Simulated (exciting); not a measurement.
# Ti (P6_3/mmc) in exciting: a series of runs

Aim: see how the results for Ti move with the level of theory and the settings. Levels: PBE, LDA, PBEsol, RPBE. Tasks: band structure.

All numbers are computed with exciting (release sodium); they aren't measurements. Logs are shortened: lines on timing, memory, paths and dates and some standing lists are left out, and cuts for length are marked.

## (1) Starting point

Symmetry: P6_3/mmc, No. 194, hexagonal system. The conventional cell has a = 2.950 Å, b = 2.950 Å, c = 4.680 Å, α = 90.00°, β = 90.00°, γ = 120.00°. Ti (site symmetry -6m2) has 12 Ti at 2.89 to 2.95 Å as nearest neighbours.

## (2) Band structure, PBE

File input.xml:

```xml
<input>
  <title>Ti</title>
  <structure speciespath="./" tshift="false">
    <crystal scale="1">
      <basevect>5.574692067646 0.000000000000 0.000000000000</basevect>
      <basevect>-2.787346033823 4.827824948925 0.000000000000</basevect>
      <basevect>0.000000000000 0.000000000000 8.843918263249</basevect>
    </crystal>
    <species speciesfile="Ti.xml" rmt="2">
      <atom coord="0.666666666700 0.333333333300 0.750000000000"/>
      <atom coord="0.333333333300 0.666666666700 0.250000000000"/>
    </species>
  </structure>
  <groundstate do="fromscratch" ngridk="10 10 6" rgkmax="9" gmaxvr="14" lmaxapw="10" lmaxmat="10" lmaxvr="8" xctype="GGA_PBE" stype="Fermi Dirac" swidth="0.00183747" nempty="18" ValenceRelativity="iora*" epsengy="1e-05" epspot="1e-05" maxscl="60" outputlevel="high"/>
  <properties>
    <bandstructure>
      <plot1d>
        <path steps="80">
          <point coord="0 0 0" label="G"/>
          <point coord="0.5 0 0" label="M"/>
          <point coord="0.3333333333 0.3333333333 0" label="K"/>
          <point coord="0 0 0" label="G"/>
          <point coord="0 0 0.5" label="A"/>
          <point coord="0.5 0 0.5" label="L"/>
          <point coord="0.3333333333 0.3333333333 0.5" label="H"/>
          <point coord="0 0 0.5" label="A" breakafter="true"/>
          <point coord="0.5 0 0.5" label="L"/>
          <point coord="0.5 0 0" label="M" breakafter="true"/>
          <point coord="0.3333333333 0.3333333333 0" label="K"/>
          <point coord="0.3333333333 0.3333333333 0.5" label="H"/>
        </path>
      </plot1d>
    </bandstructure>
  </properties>
</input>
```

Potentials or basis: all-electron LAPW+lo, shipped species files, valence relativity iora*.

On the command line:

```bash
$ OMP_NUM_THREADS=1 exciting_smp
```

INFO.OUT:

```text
================================================================================
EXCITING SODIUM started
[... 10 lines left out ...]

 Lattice vectors (cartesian) :
      5.5746920676      0.0000000000      0.0000000000
     -2.7873460338      4.8278249489      0.0000000000
      0.0000000000      0.0000000000      8.8439182632

 Reciprocal lattice vectors (cartesian) :
      1.1270910090      0.6507262974     -0.0000000000
      0.0000000000      1.3014525948      0.0000000000
      0.0000000000     -0.0000000000      0.7104526659

 Unit cell volume                           :     238.0220097458
 Brillouin zone volume                      :       1.0421314134

 Species :    1 (Ti)
     parameters loaded from                 :    Ti.xml
     name                                   :    titanium
     nuclear charge                         :     -22.00000000
     electronic charge                      :      22.00000000
     atomic mass                            :   87256.20311000
     muffin-tin radius                      :       2.00000000
     # of radial points in muffin-tin       :     350

     atomic positions (lattice) :
       1 :   0.66666667  0.33333333  0.75000000
       2 :   0.33333333  0.66666667  0.25000000

 Total number of atoms per unit cell        :       2

 Spin treatment                             :    spin-unpolarised

 Number of Bravais lattice symmetries       :      24
 Number of crystal symmetries               :      12

 k-point grid                               :      10   10    6
 Total number of k-points                   :      72
 k-point set is reduced with crystal symmetries

 R^MT_min * |G+k|_max (rgkmax)              :       9.00000000
 Species with R^MT_min                      :       1 (Ti)
 Maximum |G+k| for APW functions            :       4.50000000
 Maximum |G| for potential and density      :      14.00000000
 Polynomial order for pseudochg. density    :       9

 G-vector grid sizes                        :      25    25    40
 Total number of G-vectors                  :   11067

 Maximum angular momentum used for
     APW functions                          :      10
     computing H and O matrix elements      :      10
     potential and density                  :       8
     inner part of muffin-tin               :       2

 Total nuclear charge                       :     -44.00000000
 Total electronic charge                    :      44.00000000
 Total core charge                          :      20.00000000
 Total valence charge                       :      24.00000000

 Effective Wigner radius, r_s               :       1.08899347

 Number of empty states                     :      18
 Total number of valence states             :      31

 Maximum Hamiltonian size                   :     404
 Maximum number of plane-waves              :     378
 Total number of local-orbitals             :      26

 Exchange-correlation type                  :      20
[... 13 lines left out ...]
* Groundstate module started                                                   *
********************************************************************************
 Output level for this task is set to high

++++++++++++++++++++++++++++++++++++++++++++++++++++++++++++++++++++++++++++++++
[... 5 lines left out ...]
+ SCF iteration number :    1                                                  +
++++++++++++++++++++++++++++++++++++++++++++++++++++++++++++++++++++++++++++++++
 Total energy                               :     -1703.00072144
 _______________________________________________________________
 Fermi energy                               :         0.34747619
 Kinetic energy                             :      1726.33185972
 Coulomb energy                             :     -3345.20737932
 Exchange energy                            :       -82.20798416
 Correlation energy                         :        -1.91721768
 Sum of eigenvalues                         :      -993.37008077
 Effective potential energy                 :     -2719.70194049
 Coulomb potential energy                   :     -2610.70607662
 xc potential energy                        :      -108.99586387
 Hartree energy                             :       488.86380709
 Electron-nuclear energy                    :     -3588.43369080
 Nuclear-nuclear energy                     :      -245.63749560
 Madelung energy                            :     -2039.85434101
 Core-electron kinetic energy               :         0.00000000

 DOS at Fermi energy (states/Ha/cell)       :        51.90280393

 Electron charges :
     core                                   :        20.00000000
     core leakage                           :         0.00000011
     valence                                :        24.00000000
     interstitial                           :         5.27829408
     charge in muffin-tin spheres :
                  atom     1    Ti          :        19.36085296
                  atom     2    Ti          :        19.36085296
     total charge in muffin-tins            :        38.72170592
     total charge                           :        44.00000000

++++++++++++++++++++++++++++++++++++++++++++++++++++++++++++++++++++++++++++++++
+ SCF iteration number :    2                                                  +
++++++++++++++++++++++++++++++++++++++++++++++++++++++++++++++++++++++++++++++++
 Total energy                               :     -1706.22274464
 _______________________________________________________________
 Fermi energy                               :         0.33916586
 Kinetic energy                             :      1724.67656037
 Coulomb energy                             :     -3346.62635900
 Exchange energy                            :       -82.35627488
 Correlation energy                         :        -1.91667113
 Sum of eigenvalues                         :      -994.48078467
 Effective potential energy                 :     -2719.15734504
 Coulomb potential energy                   :     -2609.96693101
 xc potential energy                        :      -109.19041403
 Hartree energy                             :       491.02193239
 Electron-nuclear energy                    :     -3592.01079578
 Nuclear-nuclear energy                     :      -245.63749560
 Madelung energy                            :     -2041.64289350
 Core-electron kinetic energy               :         0.00000000

 DOS at Fermi energy (states/Ha/cell)       :        58.39424354

 Electron charges :
     core                                   :        20.00000000
     core leakage                           :         0.00000011
     valence                                :        24.00000000
     interstitial                           :         5.10962413
     charge in muffin-tin spheres :
                  atom     1    Ti          :        19.44518794
                  atom     2    Ti          :        19.44518794
     total charge in muffin-tins            :        38.89037587
     total charge                           :        44.00000000

 RMS change in effective potential (target) :  0.561518E-01  ( 0.100000E-04)
 Absolute change in total energy   (target) :   3.22202      ( 0.100000E-04)
 Charge distance                   (target) :  0.801431E-02  ( 0.100000E-04)
[... 319 lines left out ...]
 Electron charges :
     core                                   :        20.00000000
     core leakage                           :         0.00000011
     valence                                :        24.00000000
     interstitial                           :         4.99777643
     charge in muffin-tin spheres :
                  atom     1    Ti          :        19.50111178
                  atom     2    Ti          :        19.50111178
     total charge in muffin-tins            :        39.00222357
     total charge                           :        44.00000000

 RMS change in effective potential (target) :  0.289606E-07  ( 0.100000E-04)
 Absolute change in total energy   (target) :  0.946301E-05  ( 0.100000E-04)
 Charge distance                   (target) :  0.351300E-07  ( 0.100000E-04)

++++++++++++++++++++++++++++++++++++++++++++++++++++++++++++++++++++++++++++++++
+ SCF iteration number :   12                                                  +
++++++++++++++++++++++++++++++++++++++++++++++++++++++++++++++++++++++++++++++++
 Total energy                               :     -1707.63581290
 _______________________________________________________________
 Fermi energy                               :         0.33785469
 Kinetic energy                             :      1723.82297587
 Coulomb energy                             :     -3347.10259350
 Exchange energy                            :       -82.43978696
 Correlation energy                         :        -1.91640830
 Sum of eigenvalues                         :      -994.66426664
 Effective potential energy                 :     -2718.48724251
 Coulomb potential energy                   :     -2609.18721509
 xc potential energy                        :      -109.30002742
 Hartree energy                             :       492.27788281
 Electron-nuclear energy                    :     -3593.74298071
 Nuclear-nuclear energy                     :      -245.63749560
 Madelung energy                            :     -2042.50898596
 Core-electron kinetic energy               :         0.00000000

 DOS at Fermi energy (states/Ha/cell)       :        66.44412381

 Electron charges :
     core                                   :        20.00000000
     core leakage                           :         0.00000011
     valence                                :        24.00000000
     interstitial                           :         4.99777624
     charge in muffin-tin spheres :
                  atom     1    Ti          :        19.50111188
                  atom     2    Ti          :        19.50111188
     total charge in muffin-tins            :        39.00222376
     total charge                           :        44.00000000

 RMS change in effective potential (target) :  0.276692E-08  ( 0.100000E-04)
 Absolute change in total energy   (target) :  0.304303E-05  ( 0.100000E-04)
 Charge distance                   (target) :  0.909333E-08  ( 0.100000E-04)

++++++++++++++++++++++++++++++++++++++++++++++++++++++++++++++++++++++++++++++++
| Convergency criteria checked for the last 2 iterations                       +
| Convergence targets achieved. Performing final SCF iteration                 +
++++++++++++++++++++++++++++++++++++++++++++++++++++++++++++++++++++++++++++++++
 Total energy                               :     -1707.63581306
 _______________________________________________________________
 Fermi energy                               :         0.33785469
 Kinetic energy                             :      1723.82297605
 Coulomb energy                             :     -3347.10259382
 Exchange energy                            :       -82.43978698
 Correlation energy                         :        -1.91640830
 Sum of eigenvalues                         :      -994.66426658
 Effective potential energy                 :     -2718.48724263
 Coulomb potential energy                   :     -2609.18721519
 xc potential energy                        :      -109.30002744
 Hartree energy                             :       492.27788303
 Electron-nuclear energy                    :     -3593.74298125
 Nuclear-nuclear energy                     :      -245.63749560
 Madelung energy                            :     -2042.50898623
 Core-electron kinetic energy               :         0.00000000

 DOS at Fermi energy (states/Ha/cell)       :        66.44412262

 Electron charges :
     core                                   :        20.00000000
     core leakage                           :         0.00000011
     valence                                :        24.00000000
     interstitial                           :         4.99777625
     charge in muffin-tin spheres :
                  atom     1    Ti          :        19.50111188
                  atom     2    Ti          :        19.50111188
     total charge in muffin-tins            :        39.00222375
     total charge                           :        44.00000000

++++++++++++++++++++++++++++++++++++++++++++++++++++++++++++++++++++++++++++++++
[... 9 lines left out ...]
| EXCITING SODIUM stopped                                                      =
================================================================================
```

Wall time 3.1 min (1 thread of Arm Neoverse V1, shared host); peak memory 0.13 GiB.

What came out:

* Free energy: -46467.1573 eV
* Band gap on the k mesh: none (metal or under the smearing width)
* All electrons inside the program's atomic spheres: Ti 19.50 (radii Ti 2.0 bohr)

Levels at the corners of the path, in eV from the Fermi level:
```tsv
point	band 10	band 11	band 12	band 13	band 14	band 15
Γ	-2.64	0.72	0.78	0.78	0.88	1.26
M	-2.11	-1.80	-0.63	0.50	0.62	1.16
K	-1.36	-1.36	-1.27	0.23	0.23	1.48
Γ	-2.64	0.72	0.78	0.78	0.88	1.26
A	-4.31	0.09	0.09	0.69	0.69	0.69
L	-2.49	-0.79	-0.79	1.30	1.30	1.72
H	-1.21	-1.05	-1.05	-0.22	-0.22	1.66
A	-4.31	0.09	0.09	0.69	0.69	0.69
L	-2.49	-0.79	-0.79	1.30	1.30	1.72
M	-2.11	-1.80	-0.63	0.50	0.62	1.16
K	-1.36	-1.36	-1.27	0.23	0.23	1.48
H	-1.21	-1.05	-1.05	-0.22	-0.22	1.66
```

Caveat: the log's total energy holds no entropy term; the free energy is that total less TS from the occupations.

[end of part 1 of 2]
